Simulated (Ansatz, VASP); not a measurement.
## One calculation of AlRu, two programs

```
Al Ru
1.0
     4.85610   -0.03137   -0.03130
    -0.03418    4.85800    0.03415
    -0.03436    0.03441    4.85789
Al Ru
4 4
Cartesian
  2.5230 2.5017 1.3580
  1.5467 0.1079 1.3084
  2.5381 3.5121 3.8221
  4.9154 2.4537 2.3374
  3.9550 4.8082 2.2935
  0.1839 3.4699 4.7837
  1.5893 1.0690 3.6633
  3.9732 1.0532 -0.0922
```

Alike in both runs: functional PBE; k mesh 3 × 3 × 3; occupations gaussian, width 0.1 eV; no spin polarisation.

Ansatz relaxed the structure, and its values are those at the end. VASP's run is a single point on that final structure, the one shown.

|  | VASP | Ansatz |
| --- | --- | --- |
| version | VASP 6.6.1 | Ansatz 0.2.0 |
| potentials or method | VASP PAW PBE potentials, release 64 (Al, Ru_pv) | scalar-relativistic, plane waves, PAW |
| plane-wave cutoff (eV) | 520 | 420 |
| valence electrons in the cell | 68 | 76 |

|  | VASP | Ansatz | Ansatz less VASP |
| --- | --- | --- | --- |
| gap on the k mesh at the Fermi level (eV) | 0.13 | 0.13 | 0.000 |
| least direct gap on the mesh (eV) | 0.39 | 0.39 | +0.001 |
| rms of the force components (eV/Å) | 0.005 | 0.005 | -0.0003 |

The two sets of potentials don't hold the same shells in valence.

Caveats: the k mesh is coarse (spacing up to 0.43 Å⁻¹), so the values aren't converged.
